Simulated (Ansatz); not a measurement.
Screening note. A storage capacitor needs a fixed capacitance, and at a given film thickness the permittivity sets the area; how thin a film may be depends on its barriers, which grow with the gap.

sapphire serves as the reference. Film 4 nm, capacitance 10 fF, 0.5 V across it, a pillar 20 nm in diameter (0.0628 μm around).

Levels of theory (Ansatz, a plane-wave PAW program): ε₀: LDA, linear response, mean over directions (which differ by under 30 %); gap: HSE06, on its own or a semilocal cell; the largest Born charge: LDA, a third of the trace, mean by element; E above lowest phase: r²SCAN, against the lowest phase of the formula computed here. Cells of the HSE06 gaps: the r²SCAN cell for TiO2 (C2/m, mS24), GaN, Si3N4 (I-43d, cI28); its own cell for 4H-ZnS, 2H-SiC, sapphire, HfSiO4, AlN.

Runs started from generated or typed cells of the structure named: GaN; 2H-SiC; sapphire (for some of its values); AlN. No claim is made that these are known or stable phases: TiO2 (C2/m, mS24); Si3N4 (I-43d, cI28). Over 15 meV/atom above the lowest phase of their formula at hand: Si3N4 (I-43d, cI28) (100 meV/atom, r²SCAN). Spin–orbit coupling is left out unless named; it moves the gap of GaN, HfSiO4 by under 0.05 eV.

```tsv
crystal	ε₀ (static)	E_g (eV)	largest Born charge (e)	E above lowest phase (meV/atom)
TiO2 (C2/m, mS24)	29.4	4.38	5.9	2
4H-ZnS	8.73	3.32	1.9	1
GaN (wurtzite)	10.1	3.20	2.6	0
2H-SiC	10.5	3.17	2.8	4
sapphire (α-Al2O3), reference	10.0	8.16	3.0	0
HfSiO4 (I4₁/amd)	11.5	7.24	5.0	–
AlN (wurtzite)	8.53	5.62	2.6	0
Si3N4 (I-43d, cI28)	9.42	5.51	3.4	100
```

Working rules: C/A = 8.854 ε₀/t; height = C/(C/A)/perimeter; equivalent oxide thickness = 3.9 t/ε₀; charge = (C/A) × V, with 1 fF·V/μm² = 0.1 μC/cm².

Q: Compute capacitance, pillar height, EOT and charge for TiO2 (C2/m, mS24), showing the steps.

A: 
- C/A = 8.854 × 29.4/4 = 65.08 fF/μm²
- pillar height: 10/65.08/0.0628 = 2.4 μm
- EOT: 3.9 × 4/29.4 = 0.53 nm
- charge: 0.1 × 65.08 × 0.5 = 3.3 μC/cm²

Q: Rank all rows by pillar height, lowest first.

A: The same steps for every row:

| crystal | capacitance (fF/μm²) | pillar height (μm) | EOT (nm) | charge (μC/cm²) |
|---|---|---|---|---|
| TiO2 (C2/m, mS24) | 65.08 | 2.4 | 0.53 | 3.3 |
| 4H-ZnS | 19.32 | 8.2 | 1.79 | 0.97 |
| GaN (wurtzite) | 22.36 | 7.1 | 1.54 | 1.1 |
| 2H-SiC | 23.24 | 6.9 | 1.49 | 1.2 |
| sapphire (α-Al2O3), reference | 22.14 | 7.2 | 1.56 | 1.1 |
| HfSiO4 (I4₁/amd) | 25.46 | 6.3 | 1.36 | 1.3 |
| AlN (wurtzite) | 18.88 | 8.4 | 1.83 | 0.94 |
| Si3N4 (I-43d, cI28) | 20.85 | 7.6 | 1.66 | 1.0 |

Ranking by pillar height, lowest first: TiO2 (C2/m, mS24) (2.4 ± 0.33), HfSiO4 (6.3 ± 0.84) ≈ 2H-SiC (6.9 ± 0.92) ≈ GaN (7.1 ± 0.95) ≈ sapphire (7.2 ± 0.97) ≈ Si3N4 (I-43d, cI28) (7.6 ± 1.0) ≈ 4H-ZnS (8.2 ± 1.1) ≈ AlN (8.4 ± 1.1). The ± follows from allowances picked for this note (ε₀ 12 %, 6 % for the model), carried to first order and added in quadrature; ≈ joins neighbours closer than their two ± added in quadrature. On this figure 1 of 7 candidates do clearly better than the reference.

ε₀ near a polar instability depends steeply on volume, functional and temperature; interfacial dead layers lower it in films, and curvature is ignored. HSE06 gaps come from coarse meshes and special points. Where several phases of a formula are at hand, those over 0.1 eV/atom above the lowest were not drawn (by r²SCAN where it compared them, else by the largest value; a layered or molecular lowest phase counts only with a dispersion term); other phases could lie lower still. Crystals of Pb, Bi, Tl or Hg, those whose gap spin–orbit coupling moves by over 0.3 eV, and those of Te, I or Sb with no such test at hand were not drawn. Each row is the phase named, which need not be the stable one under ambient conditions. The rows are a sample and no shortlist: familiar crystals first, some related and some not, whatever their agreement with measurement; tables with many equal figures were not kept. Limits of the draw: gap over 2.8 eV, ε₀ of 8 to 250, no mode under 5 cm⁻¹; for ε, a gap over 0.5 eV at its level, values under 300, no layered crystals; no unfamiliar magnets, and cubic perovskites only if shown or known to be stable. As a rule kept out of such tables: 4f compounds, open-shell compounds run without a Hubbard term, cells found unstable in the tests at hand, cells close to a higher symmetry, and runs set to a pressure or over 12 % in volume from the crystal's fullest run. A dash marks a value that is not given here.
